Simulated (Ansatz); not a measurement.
# Boltzmann transport of C at constant τ

The calculation used Ansatz, DFT PBE+D3(BJ), scalar-relativistic, plane waves, PAW. Plane waves to 420 eV; Γ-centred k mesh 18×18×18; Gaussian smearing of 0.02 eV. No spin polarisation.

Equilibrium structure at this level:
```
CELL_PARAMETERS angstrom
0.00000 2.13413 3.39640
1.23277 0.00000 3.39640
1.23277 2.13413 0.00000
ATOMIC_POSITIONS crystal
C 0.16669 0.83331 0.16669
C 0.83331 0.16669 0.83331
```

Constant relaxation time and rigid bands. The levels are interpolated over the whole zone and filled by a Fermi function at the stated temperature, with the chemical potential set by the electron count. The Kohn–Sham gap on the mesh is 0.07 eV and isn't corrected.

(1) Give the Drude plasma energies, the density of states at the chemical potential and σ/τ at 300 K.

(2) And the Seebeck coefficient (μV/K)?

## Answers

(1)
```
Plasma energy xx, yy, zz                : 1.52, 1.54, 0.29 eV
Density of states (thermally broadened) : 0.02 states/eV/cell
Conductivity over τ, xx, yy, zz         : 0.5, 0.5, 0.0 ×10²⁰ (Ω·m·s)⁻¹
```

(2)
```
T (K) Sxx Syy Szz
  300  -3.8   -8.7   3.5
  600  -3.6  -11.8  12.3
  900  -1.0  -10.3  22.6
```

This form isn't the element's structure at ambient conditions.

Cost: 1 run of about 12 core-minutes, on Intel Xeon Platinum 8488C (Sapphire Rapids) (shared hosts).